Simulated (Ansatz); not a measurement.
Ti at 22 GPa (stress–strain coefficients): relaxed-ion elastic tensor

The calculation used DFT PBEsol, scalar-relativistic, plane waves, PAW (Ansatz 0.2.0). Plane waves to 420 eV; Γ-centred k mesh 20×20×20; Fermi-Dirac smearing of 0.15 eV. No spin polarisation.

The cell, relaxed at 22 GPa:
```xyz
1
Lattice="0.0000 1.9316 1.9316 1.9316 0.0000 1.9316 1.9316 1.9316 0.0000" Properties=species:S:1:pos:R:3 pbc="T T T"
Ti    0.0000    0.0000    0.0000
```

In a metal, frequencies and elastic constants depend on the k mesh and the smearing, soft modes and shear constants most. Other phases may be more stable at this pressure.

Question: Give the relaxed-ion elastic constants (GPa, Voigt order xx yy zz yz xz xy, on the axes of the cell above).

Answer:
C11 = 188.4, C12 = 176.6, C13 = 176.6, C22 = 188.4, C23 = 176.6, C33 = 188.4, C44 = 72.7, C55 = 72.7, C66 = 72.7 GPa; the others vanish.

Question: Is the crystal stable against homogeneous strain?

Answer: Too close to call: the least eigenvalue is 11.8 GPa, within what the k mesh leaves open in a metal.

This fcc form isn't the element's structure at ambient conditions.

Cost: 1 run of about 1.8 core-minutes, on AMD EPYC 7R43 (Zen 3) (shared hosts).